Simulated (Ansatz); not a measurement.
## PbS: band structure with LDA

PbS:

```
CELL_PARAMETERS angstrom
2.07995 -5.99130 0.00000
2.07995 5.99130 0.00000
0.00000 0.00000 4.27932
ATOMIC_POSITIONS crystal
Pb 0.13056 0.86944 0.25000
Pb 0.86944 0.13056 0.75000
S 0.35480 0.64520 0.25000
S 0.64520 0.35480 0.75000
```

Measurements of this composition are mostly on another form, of space group No. 225.

- Program: Ansatz 0.2.0
- Task: band structure
- Functional: LDA
- Potentials or basis: Ansatz PAW
- Cutoff: 420 eV (not typed: the program's choice for these potentials)
- k mesh: 7 × 7 × 6
- Occupations: fermi-dirac, width 0.05 eV
- Spin: no spin polarisation
- Path: [["G", "X", "S", "R", "A", "Z", "G", "Y", "X1", "A1", "T", "Y"], ["Z", "T"]]
- Points for each segment of the path: 14

| Quantity | Value |
| --- | --- |
| Pressure | -3.5 GPa |
| Largest force | 0.113 eV/Å |
| Band gap on the k mesh | 1.11 eV, indirect (least direct gap 1.29 eV) |
| Band gap along the path | 1.00 eV, indirect (least direct gap 1.08 eV) |

Forces in eV/Å, atoms in the order of the input:
```
Pb   0.000 -0.113  0.000
Pb   0.000  0.113  0.000
S    0.000  0.054  0.000
S    0.000 -0.054  0.000
```

Stress tensor (GPa, compression positive):
```
-3.61  0.00  0.00
 0.00 -3.07  0.00
 0.00  0.00 -3.85
```

Levels at the corners of the path, in eV from the valence-band top:
| point | band 18 | band 19 | band 20 | band 21 | band 22 | band 23 |
| --- | --- | --- | --- | --- | --- | --- |
| Γ | -1.67 | -1.49 | -0.50 | 4.53 | 4.58 | 4.73 |
| X | -1.23 | -0.73 | -0.28 | 1.49 | 1.68 | 1.94 |
| S | -1.17 | -0.42 | -0.41 | 1.62 | 1.72 | 2.08 |
| R | -3.16 | -1.46 | -1.46 | 3.28 | 3.28 | 5.12 |
| A | -2.82 | -1.49 | -1.49 | 3.09 | 3.09 | 5.55 |
| Z | -1.11 | -0.15 | -0.15 | 1.67 | 1.67 | 2.63 |
| Γ | -1.67 | -1.49 | -0.50 | 4.53 | 4.58 | 4.73 |
| Y | -1.89 | -1.32 | -0.49 | 1.01 | 4.32 | 4.69 |
| X1 | -1.23 | -0.73 | -0.28 | 1.49 | 1.68 | 1.94 |
| A1 | -2.82 | -1.49 | -1.49 | 3.09 | 3.09 | 5.55 |
| T | -1.22 | -0.55 | -0.55 | 1.56 | 1.56 | 3.05 |
| Y | -1.89 | -1.32 | -0.49 | 1.01 | 4.32 | 4.69 |
| Z | -1.11 | -0.15 | -0.15 | 1.67 | 1.67 | 2.63 |
| T | -1.22 | -0.55 | -0.55 | 1.56 | 1.56 | 3.05 |

Wall time 19 s on 2 threads of Intel(R) Xeon(R) Platinum 8375C CPU @ 2.90GHz (Ice Lake), on a shared host, peak memory 0.62 GiB.

Caveat: the k mesh misses the band edges, so the gap on the mesh is wider than the one along the path; spin-orbit coupling is left out, which as a rule narrows the gap of such compounds by several tenths of an eV; the PAW data sets come from PBE, with cores solved anew for the run's functional, which leaves a small shift of forces and pressure.
